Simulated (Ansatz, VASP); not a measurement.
# SiC in VASP and in Ansatz

The input INCAR:

```
PREC = Accurate
ENCUT = 520
EDIFF = 1E-6
ISMEAR = 0
SIGMA = 0.05
LREAL = False
LASPH = True
NELM = 80
ALGO = Normal
ISIF = 2
LWAVE = False
LCHARG = False
GGA = PE
NBANDS = 16
```

Contents of KPOINTS:

```
regular mesh
0
Gamma
  12 12 6
```

Contents of POSCAR:

```
SiC
1.0
    2.8444250947      0.0000000000      0.0000000000
   -1.4222125473      2.4633443912      0.0000000000
    0.0000000000      0.0000000000      4.8710603303
Si C
2 2
Direct
    0.3333333333      0.6666666667      0.0045635313
    0.6666666667      0.3333333333      0.5045635313
    0.3333333333      0.6666666667      0.3804364687
    0.6666666667      0.3333333333      0.8804364687
```

Input for Ansatz:

```yaml
crystal:
  lattice:
    - [2.8444250947, 0.0, 0.0]
    - [-1.4222125473, 2.4633443912, 0.0]
    - [0.0, 0.0, 4.8710603303]
  atoms:
    - { symbol: Si, position: [0.3333333333, 0.6666666667, 0.0045635313] }
    - { symbol: Si, position: [0.6666666667, 0.3333333333, 0.5045635313] }
    - { symbol: C, position: [0.3333333333, 0.6666666667, 0.3804364687] }
    - { symbol: C, position: [0.6666666667, 0.3333333333, 0.8804364687] }
basis:
  ecutwfc: 420
kpoints:
  mp_grid: { grid: [12, 12, 6] }
hamiltonian:
  xc: pbe
scf:
  occupations: { method: gaussian, width: 0.05 }
output:
  forces: true
  stress: true
  eigenvalues: true
```

Change from the starting cell: strain -0.080 along x and y, -0.040 along z, atoms carried along.

Alike in both runs: task single point; functional PBE; k mesh 12 × 12 × 6; occupations gaussian, width 0.05 eV; no spin polarisation.

|  | VASP | Ansatz |
| --- | --- | --- |
| version | VASP 6.6.1 | Ansatz 0.2.0 |
| potentials or method | VASP PAW PBE potentials, release 64 (Si, C) | scalar-relativistic, plane waves, PAW |
| plane-wave cutoff (eV) | 520 | 420 |
| valence electrons in the cell | 16 | 16 |

```tsv
	VASP	Ansatz	Ansatz less VASP
gap on the k mesh at the Fermi level (eV)	1.68	1.68	+0.008
least direct gap on the mesh (eV)	4.76	4.77	+0.008
pressure (GPa)	67.0	67.2	+0.19
largest component of the traceless stress (GPa)	26.22	26.13	-0.091
rms of the force components (eV/Å)	0.560	0.561	+0.0013
```

Atom by atom the forces differ by 0.001 eV/Å (rms over components).

Caveats: the cell as given lies far from equilibrium; so large a pressure means that the cell lies far from this level's equilibrium, or that cutoff or potentials fall short (VASP). A k mesh can miss the band edges.
